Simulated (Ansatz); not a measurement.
# Structure relaxation of CO₂

All numbers below come from Ansatz, DFT PBE, scalar-relativistic, plane waves, PAW. Cutoff 420 eV, Γ-centred k mesh, Gaussian smearing, no spin polarisation in the final step.

The start puts CO₂ on the quartz structure type (P3_121, No. 152), with C in place of Si, at a guessed volume.

```
C O
1.0
     5.03110    0.00000    0.00000
    -2.51555    4.35706    0.00000
     0.00000    0.00000    5.53492
C O
3 6
Direct
  0.46500 0.00000 0.33333
  0.00000 0.46500 0.66667
  0.53500 0.53500 0.00000
  0.41500 0.27200 0.21300
  0.72800 0.14300 0.54633
  0.85700 0.58500 0.87967
  0.27200 0.41500 0.78700
  0.14300 0.72800 0.45367
  0.58500 0.85700 0.12033
```

Cell and atoms relax at zero pressure; the relaxation can't lower the symmetry of the start. After a coarse first stage the cell is made exact in the group found at 0.06 Å.

Energies over the elements count from the elements' standard structures at the same level (O₂ as a molecule), with no empirical corrections.

Problem. What does it relax into?

Solution. It keeps P3_121 (No. 152). The result has the quartz structure. Conventional cell: a = 4.070 Å, c = 4.618 Å. C is coordinated by 4 O at 1.40–1.41 Å; around O lie 2 C at 1.40–1.41 Å.

```xyz
9
Lattice="4.0702 0.0000 0.0000 -2.0351 3.5249 0.0000 0.0000 0.0000 4.6178" Properties=species:S:1:pos:R:3 pbc="T T T"
C     1.8938    0.0000    1.5393
C    -0.9469    1.6401    3.0785
C     1.0882    1.8848    0.0000
O     1.0212    1.0021    1.0911
O     2.6917    0.3834    2.6304
O     2.3923    2.1394    4.1696
O     0.3572    1.3855    3.5267
O    -1.0139    2.5228    1.9874
O     0.6567    3.1415    0.4481
```

Problem. What are its volume, energy, density and gap?

Solution. The volume per atom is 7.36 Å³ and the density is 3.31 g/cm³. The energy over the elements is -0.690 eV/atom. The gap on the 6×6×6 mesh is 6.14 eV.

The final run used a 6×6×6 mesh on its 9-atom cell and 0.02 eV smearing. Symmetry constrained the relaxation, so the result can be a saddle point.

This form isn't the usual stable structure of the compound.

Cost: 3 runs of about 1.5 core-minutes in all, on Intel Xeon Platinum 8488C (Sapphire Rapids) (shared hosts).